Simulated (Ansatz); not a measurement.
**SiC: two-dimensional strain map**

Level of theory: DFT r2SCAN, scalar-relativistic, plane waves, PAW in Ansatz 0.2.0. Cutoff 500 eV, Γ-centred 12×12×12 k-points, Gaussian smearing of 0.05 eV. No spin polarisation. Energies are free energies at this smearing, counted from the undisturbed cell; pressure is positive in compression.

Reference structure (as given, not relaxed at this level; it stands at 1.3 GPa):

```
Si C
1.0
     0.00000    2.17400    2.17400
     2.17400    0.00000    2.17400
     2.17400    2.17400    0.00000
Si C
1 1
Direct
  0.00000 0.00000 0.00000
  0.75000 0.75000 0.75000
```

The cell is strained by p along both x and y and by q along z, fractional coordinates fixed. Points are written (p, q).

Energy above the undisturbed cell in meV/atom (a dash: not computed):

```
 p \ q  -0.080  -0.040  0.000  0.040  0.080
-0.080   560.0   388.8  282.6      ?      ?
-0.040   245.4   130.1   68.7   58.8   97.4
 0.000    95.0    25.2    0.0   17.8   76.3
 0.040    76.2       ?   46.0   85.2  158.6
 0.080   161.7   156.1      ?  236.9  320.7
```

Q: Fill in the withheld energies.

A: (-0.080, 0.040): 237.9; (-0.080, 0.080): 250.8; (0.040, -0.040): 42.5; (0.080, 0.000): 181.5.